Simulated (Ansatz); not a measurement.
# WS2: how the settings move a single-point run

Aim: see which settings change the result for WS2, by how much, and at what cost. The cell is built on a prototype (CdCl2 type) and needn't be the phase found in nature.

Program: Ansatz 0.2.0. Level of theory: reference: DFT, HSE06, plane waves, PAW. These are calculated values, not measurements.

8 further runs of the same task are left out: 1 for a known fault of the program, 7 that didn't finish.

### Step 1. The starting structure

Symmetry: R-3m, No. 166, trigonal system. Conventional cell: a = 3.197 Å, b = 3.197 Å, c = 18.261 Å, α = 90.00°, β = 90.00°, γ = 120.00°. Around W (site symmetry -3m) lie 6 S at 2.42 Å. S (site symmetry 3m) is surrounded by 3 W at 2.42 Å.

Structure file:

```
CELL_PARAMETERS angstrom
1.59860 0.92295 6.08710
-1.59860 0.92295 6.08710
0.00000 -1.84590 6.08710
ATOMIC_POSITIONS crystal
W 0.00000 0.00000 0.00000
S 0.24773 0.24773 0.24773
S 0.75227 0.75227 0.75227
```

### Step 2. Reference

input.yaml

```yaml
crystal:
  lattice:
    - [1.5985959938, 0.9229498273, 6.0871025276]
    - [-1.5985959938, 0.9229498273, 6.0871025276]
    - [0.0, -1.8458996547, 6.0871025276]
  atoms:
    - { symbol: W, position: [0.0, 0.0, 0.0] }
    - { symbol: S, position: [0.2477300233, 0.2477300233, 0.2477300233] }
    - { symbol: S, position: [0.7522699767, 0.7522699767, 0.7522699767] }
kpoints:
  mp_grid: { grid: [4, 4, 4] }
hamiltonian:
  xc: hse06
scf:
  occupations: { method: fermi_dirac, width: 0.02 }
  n_extra_bands: 4
output:
  forces: true
  stress: true
  eigenvalues: true
```

On the command line:

```
$ ansatz run input.yaml --threads 4 --pin off --max-ram 3686MiB --backend cpu --events-out ev --progress --plain --runs-dir out
```

The log of the run (excerpt; [...] marks lines left out):

```text
Warning: output.stress: scf.convergence.dr2_threshold = 1e-7 eV (the SCF's general default) is looser than the 3e-10 eV advised for a printed stress (1e-10 eV for each atom of the cell: 3). What an SCF threshold leaves in a stress goes as its square root, and in the free energy as the [...]
Warning: output.stress: scf.exx.energy_threshold = 1e-6 eV is looser than the 3e-8 eV advised for a stress under a hybrid functional (1e-8 eV for each atom of the cell: 3). Every SCF of the exchange loop can meet its threshold on dr2 while the loop round them stops early: no threshold on [...]
Warning: RAYON_NUM_THREADS=4 ignored (pool sized by the plan → 4); use --threads N
[...]
scf.n_extra_bands = 4 over 13 filled bands (N_el = 26.0): the run solves 17 bands
[...]
Pseudopotentials: kind: paw
Pseudopotential: W, paw, valence charge 14, recommended cutoff 420 eV (normal), W.paw.azcp
Pseudopotential: S, paw, valence charge 6, recommended cutoff 420 eV (normal), S.paw.azcp
Functional definition: HSE06
[...]
Crystal: 3 atoms, lattice volume = 53.886 Å³
Basis set: ecut = 420 eV, 1071 PW (Γ), FFT grids on a1−a3, a2−a3, a3, exchange–correlation on 48×48×90 points (8 copies of the dense FFT grid, shifted against one another)
Bands: 17, of which v1, the nominal top of the filled ones, is band 13 counted from 1 (12 counted from 0)
Symmetry: 12 space group operations
Space group: R-3m (ITA 166), of the structure as read, at distance tolerance 3.8e-5 Å
k-points: 13 of 64
[...]
SCF iter   1: F=—  HF=-12190.393903 eV  |F-HF|=—  |Δ(HF+E_count)|=         —  Δρ=7.42e-3  dr2=6.00e-2  ethr=1.77e-3  ⟨swp⟩=5.7  Hψ=911  notcnv=0
[...]
Frozen-core exchange: fock
[...]
SCF 2 stopped early in 6 iterations: F = -12192.177872 eV  dr2 = 3.60e-7
[...]
hybrid outer 1: dexx = +6.132e-3 eV, tail = 7.19e-6 eV
[...]
Frozen-core exchange: fock
[...]
SCF iter   5: F=-12192.177868 eV  HF=-12192.177868 eV  |F-HF|=3.04e-10  |Δ(HF+E_count)|=   1.15e-9  Δρ=8.45e-7  dr2=4.09e-10  ethr=2.61e-11  ⟨swp⟩=3.2  Hψ=512  notcnv=0  defer=2
[...]
hybrid outer 2: dexx = +1.757e-7 eV, tail = 4.11e-9 eV, Δε = 1.55e-3 eV (about 3.61e-5 eV left of the loop's levels), ΔF = 1.07e-3 eV/Å (tail 3.09e-4)
hybrid SCF converged: 2 outer / 11 inner (+8 warm-up), last move |dexx| = 1.76e-7 eV, tail = 4.11e-9 eV
Stability not checked: this state was not tested for a lower state beside it, because the functional holds exact exchange (a hybrid, or Hartree-Fock), whose exchange loop this test does not read (fock_operator; see scf.lower_state_search)
Free energy (F): -12192.177868 eV
Frozen-core exchange: fock
[...]
E sigma→0 (E₀):  -12192.174963 eV
Entropy (-TS):   -0.005811 eV (-1.937 meV/atom)
Fermi energy:    11.715412 eV
[...]
--- Forces (eV/Å), atoms counted from 1 ---
  atom   1  W     -0.00000000     0.00000000     0.00000000
  atom   2  S      0.00000000    -0.00000000     0.43235053
  atom   3  S      0.00000000     0.00000000    -0.43235053
[...]
--- Stress (GPa, compression-positive) ---
        0.482575       0.000000       0.000000
        0.000000       0.482575       0.000000
        0.000000       0.000000      -1.841008
  P = ⅓ Tr σ = -0.2920 GPa (-2.920 kbar)
--- Band table (eV; the first three rows and the last of 13) ---
  k-point 0: bands = ["-67.3609", "-30.1490", "-30.1018", "-30.1018", "-5.9188", "-3.8199", "2.8271", "6.7038", "6.7038", "9.2176", "10.1771", "10.6448", "10.6448", "10.9108", "10.9108", "15.6593", "15.6593"]
[...]
```

Run time: 26 s. Hardware: 4 threads of an x86-64 CPU, shared host; peak memory 0.84 GiB.

### Step 3. Changing settings: exchange pbe, correlation pbe, coeff 0.5, omega 0.1

input.yaml: that of step 2 with these lines changed.

```diff
@@ -12,3 +12,3 @@
 hamiltonian:
-  xc: hse06
+  xc: { exchange: pbe, correlation: pbe, exx: { coeff: 0.5, omega: 0.1 } }
 scf:
```

On the command line:

```
$ ansatz run input.yaml --threads 4 --pin off --max-ram 3686MiB --backend cpu --events-out ev --progress --plain --runs-dir out
```

The log of the run (excerpt; [...] marks lines left out):

```text
Warning: output.stress: scf.convergence.dr2_threshold = 1e-7 eV (the SCF's general default) is looser than the 3e-10 eV advised for a printed stress (1e-10 eV for each atom of the cell: 3). What an SCF threshold leaves in a stress goes as its square root, and in the free energy as the [...]
Warning: output.stress: scf.exx.energy_threshold = 1e-6 eV is looser than the 3e-8 eV advised for a stress under a hybrid functional (1e-8 eV for each atom of the cell: 3). Every SCF of the exchange loop can meet its threshold on dr2 while the loop round them stops early: no threshold on [...]
Warning: RAYON_NUM_THREADS=4 ignored (pool sized by the plan → 4); use --threads N
[...]
scf.n_extra_bands = 4 over 13 filled bands (N_el = 26.0): the run solves 17 bands
[...]
[... 3 set-up lines as earlier in the session ...]
Functional definition: unnamed
[...]
Crystal: 3 atoms, lattice volume = 53.886 Å³
[...]
hybrid outer 4: dexx = +1.733e-8 eV, tail = 2.22e-9 eV, Δε = 2.20e-4 eV (about 1.87e-5 eV left of the loop's levels), ΔF = 2.51e-4 eV/Å (tail 2.31e-4)
hybrid SCF converged: 4 outer / 29 inner (+9 warm-up), last move |dexx| = 1.73e-8 eV, tail = 2.22e-9 eV
Stability not checked: this state was not tested for a lower state beside it, because the functional holds exact exchange (a hybrid, or Hartree-Fock), whose exchange loop this test does not read (fock_operator; see scf.lower_state_search)
Free energy (F): -12194.119796 eV
Frozen-core exchange: fock
[...]
E sigma→0 (E₀):  -12194.117369 eV
Entropy (-TS):   -0.004853 eV (-1.618 meV/atom)
Fermi energy:    11.694927 eV
[...]
--- Forces (eV/Å), atoms counted from 1 ---
  atom   1  W     -0.00000000     0.00000000     0.00000000
  atom   2  S      0.00000000    -0.00000000     0.90539829
  atom   3  S      0.00000000     0.00000000    -0.90539829
[...]
--- Stress (GPa, compression-positive) ---
       -4.031436       0.000000       0.000000
        0.000000      -4.031436       0.000000
        0.000000       0.000000      -6.785289
  P = ⅓ Tr σ = -4.9494 GPa (-49.494 kbar)
--- Band table (eV; the first three rows and the last of 13) ---
  k-point 0: bands = ["-72.0752", "-33.4633", "-33.3654", "-33.3654", "-8.4155", "-6.1049", "1.1372", "5.4894", "5.4894", "8.2109", "9.5563", "10.0778", "10.0778", "10.2276", "10.2276", "16.5145", "16.5145"]
[...]
```

Run time: 33 s. Hardware: 4 threads, shared host; peak memory 0.84 GiB.

A change of functional puts the total energy on another scale; the pressure goes from -0.3 to -4.9 GPa and the largest force goes from 0.43 to 0.91 eV/Å. At this fixed cell a lower pressure means that this functional prefers a smaller volume than the reference.

### Step 4. Variant: exchange pbe, correlation pbe, coeff 0.4, omega 0.2078

input.yaml: that of step 2 with these lines changed.

```diff
@@ -12,3 +12,6 @@
 hamiltonian:
-  xc: hse06
+  xc:
+    exchange: pbe
+    correlation: pbe
+    exx: { coeff: 0.4, omega: 0.2078 }
 scf:
```

On the command line:

```
$ ansatz run input.yaml --threads 4 --pin off --max-ram 3686MiB --backend cpu --events-out ev --progress --plain --runs-dir out
```

The log of the run (excerpt; [...] marks lines left out):

```text
Warning: output.stress: scf.convergence.dr2_threshold = 1e-7 eV (the SCF's general default) is looser than the 3e-10 eV advised for a printed stress (1e-10 eV for each atom of the cell: 3). What an SCF threshold leaves in a stress goes as its square root, and in the free energy as the [...]
Warning: output.stress: scf.exx.energy_threshold = 1e-6 eV is looser than the 3e-8 eV advised for a stress under a hybrid functional (1e-8 eV for each atom of the cell: 3). Every SCF of the exchange loop can meet its threshold on dr2 while the loop round them stops early: no threshold on [...]
Warning: RAYON_NUM_THREADS=4 ignored (pool sized by the plan → 4); use --threads N
[...]
scf.n_extra_bands = 4 over 13 filled bands (N_el = 26.0): the run solves 17 bands
[...]
[... 4 set-up lines as earlier in the session ...]
[...]
Crystal: 3 atoms, lattice volume = 53.886 Å³
[...]
hybrid outer 4: dexx = +6.918e-10 eV, tail = 2.07e-10 eV, Δε = 6.00e-5 eV (about 1.14e-5 eV left of the loop's levels), ΔF = 6.92e-5 eV/Å (tail 1.11e-4)
hybrid SCF converged: 4 outer / 24 inner (+9 warm-up), last move |dexx| = 6.92e-10 eV, tail = 2.07e-10 eV
Stability not checked: this state was not tested for a lower state beside it, because the functional holds exact exchange (a hybrid, or Hartree-Fock), whose exchange loop this test does not read (fock_operator; see scf.lower_state_search)
Free energy (F): -12193.322427 eV
Frozen-core exchange: fock
[...]
E sigma→0 (E₀):  -12193.319532 eV
Entropy (-TS):   -0.005788 eV (-1.929 meV/atom)
Fermi energy:    11.680471 eV
[...]
--- Forces (eV/Å), atoms counted from 1 ---
  atom   1  W      0.00000000     0.00000000    -0.00000000
  atom   2  S      0.00000000    -0.00000000     0.71039699
  atom   3  S      0.00000000     0.00000000    -0.71039699
[...]
--- Stress (GPa, compression-positive) ---
       -1.832892       0.000000       0.000000
        0.000000      -1.832892       0.000000
        0.000000       0.000000      -4.600599
  P = ⅓ Tr σ = -2.7555 GPa (-27.555 kbar)
--- Band table (eV; the first three rows and the last of 13) ---
  k-point 0: bands = ["-69.9046", "-31.8594", "-31.7802", "-31.7802", "-7.1372", "-4.9184", "2.0979", "6.2223", "6.2223", "8.8326", "9.9875", "10.4758", "10.4758", "10.6753", "10.6753", "15.9661", "15.9661"]
[...]
```

Run time: 37 s. Hardware: 4 threads of an x86-64 CPU, shared host; peak memory 0.84 GiB.

After a change of functional the difference of the totals has no physical meaning; the pressure goes from -0.3 to -2.8 GPa and the largest force goes from 0.43 to 0.71 eV/Å. At this fixed cell a lower pressure means that this functional prefers a smaller volume than the reference. Cost: 33 SCF cycles against 19, 37 s against 26 s.

### Step 5. Changing settings: exchange pbe, correlation pbe, coeff 0.05, omega 0.2078

input.yaml: that of step 2 with these lines changed.

```diff
@@ -12,3 +12,6 @@
 hamiltonian:
-  xc: hse06
+  xc:
+    exchange: pbe
+    correlation: pbe
+    exx: { coeff: 0.05, omega: 0.2078 }
 scf:
```

On the command line:

```
$ ansatz run input.yaml --threads 4 --pin off --max-ram 3686MiB --backend cpu --events-out ev --progress --plain --runs-dir out
```

The log of the run (excerpt; [...] marks lines left out):

```text
Warning: output.stress: scf.convergence.dr2_threshold = 1e-7 eV (the SCF's general default) is looser than the 3e-10 eV advised for a printed stress (1e-10 eV for each atom of the cell: 3). What an SCF threshold leaves in a stress goes as its square root, and in the free energy as the [...]
Warning: output.stress: scf.exx.energy_threshold = 1e-6 eV is looser than the 3e-8 eV advised for a stress under a hybrid functional (1e-8 eV for each atom of the cell: 3). Every SCF of the exchange loop can meet its threshold on dr2 while the loop round them stops early: no threshold on [...]
Warning: RAYON_NUM_THREADS=4 ignored (pool sized by the plan → 4); use --threads N
[...]
scf.n_extra_bands = 4 over 13 filled bands (N_el = 26.0): the run solves 17 bands
[...]
[... 4 set-up lines as earlier in the session ...]
[...]
Crystal: 3 atoms, lattice volume = 53.886 Å³
[...]
hybrid outer 2: dexx = +7.022e-11 eV, tail = 8.35e-10 eV, Δε = 4.98e-5 eV (about 1.24e-5 eV left of the loop's levels), ΔF = 3.29e-6 eV/Å (tail 9.96e-5)
hybrid SCF converged: 2 outer / 10 inner (+8 warm-up), last move |dexx| = 7.02e-11 eV, tail = 8.35e-10 eV
Stability not checked: this state was not tested for a lower state beside it, because the functional holds exact exchange (a hybrid, or Hartree-Fock), whose exchange loop this test does not read (fock_operator; see scf.lower_state_search)
Free energy (F): -12190.733490 eV
Frozen-core exchange: fock
[...]
E sigma→0 (E₀):  -12190.730333 eV
Entropy (-TS):   -0.006312 eV (-2.104 meV/atom)
Fermi energy:    11.765726 eV
[...]
--- Forces (eV/Å), atoms counted from 1 ---
  atom   1  W     -0.00000000    -0.00000000    -0.00000000
  atom   2  S      0.00000000    -0.00000000     0.05582115
  atom   3  S      0.00000000     0.00000000    -0.05582115
[...]
--- Stress (GPa, compression-positive) ---
        3.689540       0.000000       0.000000
        0.000000       3.689540       0.000000
        0.000000       0.000000       1.892214
  P = ⅓ Tr σ = 3.0904 GPa (30.904 kbar)
--- Band table (eV; the first three rows and the last of 13) ---
  k-point 0: bands = ["-63.9596", "-27.8650", "-27.8543", "-27.8543", "-4.2956", "-2.3543", "3.7959", "7.3517", "7.3517", "9.7080", "10.4254", "10.8827", "10.8827", "11.2122", "11.2122", "15.2660", "15.2660"]
[...]
```

Wall time 26 s (4 threads of an x86-64 CPU, shared host); peak memory 0.84 GiB.

After a change of functional the difference of the totals has no physical meaning; the pressure goes from -0.3 to 3.1 GPa and the largest force goes from 0.43 to 0.06 eV/Å. At this fixed cell a higher pressure means that this functional prefers a larger volume than the reference.

### Step 6. Variant: exchange pbe, correlation pbe, coeff 0.3, omega 0.5

input.yaml: that of step 2 with these lines changed.

```diff
@@ -12,3 +12,3 @@
 hamiltonian:
-  xc: hse06
+  xc: { exchange: pbe, correlation: pbe, exx: { coeff: 0.3, omega: 0.5 } }
 scf:
```

On the command line:

```
$ ansatz run input.yaml --threads 4 --pin off --max-ram 3686MiB --backend cpu --events-out ev --progress --plain --runs-dir out
```

The log of the run (excerpt; [...] marks lines left out):

```text
Warning: output.stress: scf.convergence.dr2_threshold = 1e-7 eV (the SCF's general default) is looser than the 3e-10 eV advised for a printed stress (1e-10 eV for each atom of the cell: 3). What an SCF threshold leaves in a stress goes as its square root, and in the free energy as the [...]
Warning: output.stress: scf.exx.energy_threshold = 1e-6 eV is looser than the 3e-8 eV advised for a stress under a hybrid functional (1e-8 eV for each atom of the cell: 3). Every SCF of the exchange loop can meet its threshold on dr2 while the loop round them stops early: no threshold on [...]
Warning: RAYON_NUM_THREADS=4 ignored (pool sized by the plan → 4); use --threads N
[...]
scf.n_extra_bands = 4 over 13 filled bands (N_el = 26.0): the run solves 17 bands
[...]
[... 4 set-up lines as earlier in the session ...]
[...]
Crystal: 3 atoms, lattice volume = 53.886 Å³
[...]
hybrid outer 2: dexx = +2.139e-7 eV, tail = 5.47e-9 eV, Δε = 1.21e-3 eV (about 2.98e-5 eV left of the loop's levels), ΔF = 1.31e-3 eV/Å (tail 3.38e-4)
hybrid SCF converged: 2 outer / 13 inner (+9 warm-up), last move |dexx| = 2.14e-7 eV, tail = 5.47e-9 eV
Stability not checked: this state was not tested for a lower state beside it, because the functional holds exact exchange (a hybrid, or Hartree-Fock), whose exchange loop this test does not read (fock_operator; see scf.lower_state_search)
Free energy (F): -12192.586287 eV
Frozen-core exchange: fock
[...]
E sigma→0 (E₀):  -12192.583043 eV
Entropy (-TS):   -0.006488 eV (-2.163 meV/atom)
Fermi energy:    11.714648 eV
[...]
--- Forces (eV/Å), atoms counted from 1 ---
  atom   1  W      0.00000000    -0.00000000    -0.00000000
  atom   2  S      0.00000000    -0.00000000     0.38290691
  atom   3  S      0.00000000     0.00000000    -0.38290691
[...]
--- Stress (GPa, compression-positive) ---
        1.241292       0.000000       0.000000
        0.000000       1.241292       0.000000
        0.000000       0.000000      -1.298817
  P = ⅓ Tr σ = 0.3946 GPa (3.946 kbar)
--- Band table (eV; the first three rows and the last of 13) ---
  k-point 0: bands = ["-67.3585", "-29.9457", "-29.8863", "-29.8863", "-5.5372", "-3.4748", "3.2589", "7.0132", "7.0132", "9.4354", "10.3182", "10.7837", "10.7837", "11.0504", "11.0504", "15.4594", "15.4594"]
[...]
```

Run time: 27 s. Hardware: 4 threads of an x86-64 CPU, shared host; peak memory 0.85 GiB.

A change of functional puts the total energy on another scale; the pressure goes from -0.3 to 0.4 GPa and the largest force goes from 0.43 to 0.38 eV/Å. At this fixed cell a higher pressure means that this functional prefers a larger volume than the reference.

### Step 7. Changing settings: occupations.method cold, occupations.width 0.2

input.yaml: that of step 2 with these lines changed.

```diff
@@ -14,3 +14,3 @@
 scf:
-  occupations: { method: fermi_dirac, width: 0.02 }
+  occupations: { method: cold, width: 0.2 }
   n_extra_bands: 4
```

On the command line:

```
$ ansatz run input.yaml --threads 4 --pin off --max-ram 3686MiB --backend cpu --events-out ev --progress --plain --runs-dir out
```

The log of the run (excerpt; [...] marks lines left out):

```text
Warning: output.stress: scf.convergence.dr2_threshold = 1e-7 eV (the SCF's general default) is looser than the 3e-10 eV advised for a printed stress (1e-10 eV for each atom of the cell: 3). What an SCF threshold leaves in a stress goes as its square root, and in the free energy as the [...]
Warning: output.stress: scf.exx.energy_threshold = 1e-6 eV is looser than the 3e-8 eV advised for a stress under a hybrid functional (1e-8 eV for each atom of the cell: 3). Every SCF of the exchange loop can meet its threshold on dr2 while the loop round them stops early: no threshold on [...]
Warning: RAYON_NUM_THREADS=4 ignored (pool sized by the plan → 4); use --threads N
[...]
scf.n_extra_bands = 4 over 13 filled bands (N_el = 26.0): the run solves 17 bands
[...]
[... 4 set-up lines as earlier in the session ...]
[...]
Crystal: 3 atoms, lattice volume = 53.886 Å³
[...]
hybrid outer 2: dexx = +2.355e-7 eV, tail = 6.26e-9 eV, Δε = 1.45e-3 eV (about 4.20e-5 eV left of the loop's levels), ΔF = 1.11e-3 eV/Å (tail 5.13e-4)
hybrid SCF converged: 2 outer / 14 inner (+9 warm-up), last move |dexx| = 2.36e-7 eV, tail = 6.26e-9 eV
Stability not checked: this state was not tested for a lower state beside it, because the functional holds exact exchange (a hybrid, or Hartree-Fock), whose exchange loop this test does not read (fock_operator; see scf.lower_state_search)
Free energy (F): -12192.185740 eV
Frozen-core exchange: fock
[...]
E sigma→0 (E₀):  -12192.177466 eV
Entropy (-TS):   -0.024820 eV (-8.273 meV/atom)
Fermi energy:    11.737747 eV
[...]
--- Forces (eV/Å), atoms counted from 1 ---
  atom   1  W      0.00000000     0.00000000    -0.00000000
  atom   2  S      0.00000000    -0.00000000     0.48238454
  atom   3  S      0.00000000     0.00000000    -0.48238454
[...]
--- Stress (GPa, compression-positive) ---
        0.784420       0.000000       0.000000
        0.000000       0.784420       0.000000
        0.000000       0.000000      -2.021424
  P = ⅓ Tr σ = -0.1509 GPa (-1.509 kbar)
--- Band table (eV; the first three rows and the last of 13) ---
  k-point 0: bands = ["-67.3570", "-30.1425", "-30.0991", "-30.0991", "-5.9155", "-3.8168", "2.8296", "6.7070", "6.7070", "9.2190", "10.1775", "10.6496", "10.6496", "10.9140", "10.9140", "15.6623", "15.6623"]
[...]
```

Run time: 26 s. Hardware: 4 threads of an x86-64 CPU, shared host; peak memory 0.84 GiB.

Changing the smearing moves the energy by -0.8 meV/atom (σ→0 values), and the largest force goes from 0.43 to 0.48 eV/Å. Cost: 23 SCF cycles against 19.

### Step 8. Side by side

| run | ending | energy change | pressure (GPa) | gap (eV) | force (eV/Å) | cycles | time |
| --- | --- | --- | --- | --- | --- | --- | --- |
| reference | converged | 0 | -0.3 | 0.00 | 0.43 | 19 | 26 s |
| 1: exchange pbe, correlation pbe, coeff 0.5, omega 0.1 | converged | not comparable | -4.9 | 0.00 | 0.91 | 38 | 33 s |
| 2: exchange pbe, correlation pbe, coeff 0.4, omega 0.2078 | converged | not comparable | -2.8 | 0.00 | 0.71 | 33 | 37 s |
| 3: exchange pbe, correlation pbe, coeff 0.05, omega 0.2078 | converged | not comparable | 3.1 | 0.00 | 0.06 | 18 | 26 s |
| 4: exchange pbe, correlation pbe, coeff 0.3, omega 0.5 | converged | not comparable | 0.4 | 0.00 | 0.38 | 22 | 27 s |
| 5: occupations.method cold, occupations.width 0.2 | converged | -0.8 meV/atom (σ→0) | -0.2 | 0.00 | 0.48 | 23 | 26 s |

Residual by cycle in the longest SCF loop of each run; runs are numbered as in the table. The quantity is the density residual dr2, in eV.

| cycle | reference | run 1 | run 2 | run 3 | run 4 | run 5 |
| --- | --- | --- | --- | --- | --- | --- |
| 1 | 0.06 | 4.3e-5 | 6.4e-6 | 0.0251 | 0.0722 | 0.0671 |
| 2 | 0.00667 | 1.8e-5 | 2.8e-6 | 0.0695 | 0.00689 | 0.00616 |
| 3 | 1.7e-4 | 1.7e-5 | 7.3e-7 | 0.00349 | 1.9e-4 | 0.00107 |
| 4 | 1.7e-4 | 7.8e-6 | 2.1e-7 | 1.0e-4 | 1.4e-4 | 4.1e-5 |
| 5 | 1.4e-5 | 3.1e-6 | 1.1e-7 | 5.1e-6 | 2.3e-5 | 5.9e-6 |
| 6 | 4.2e-7 | 1.8e-6 | 3.1e-8 | 3.8e-7 | 1.7e-6 | 8.0e-7 |
| 8 | 4.3e-10 | 7.9e-7 | 3.8e-9 | 7.4e-10 | 9.6e-9 | 2.8e-9 |
| 9 | - | 4.8e-7 | 1.6e-8 | - | 7.9e-10 | 1.3e-10 |
| 10 | - | 2.1e-7 | 3.0e-10 | - | - | - |
| 11 | - | 2.1e-7 | - | - | - | - |
| 12 | - | 1.1e-8 | - | - | - | - |
| 13 | - | 6.0e-10 | - | - | - | - |

What this shows: «occupations.method cold, occupations.width 0.2» moves the energy by -0.8 meV/atom. The reference leaves spin out although W can carry a moment, so its state need not be the lowest.
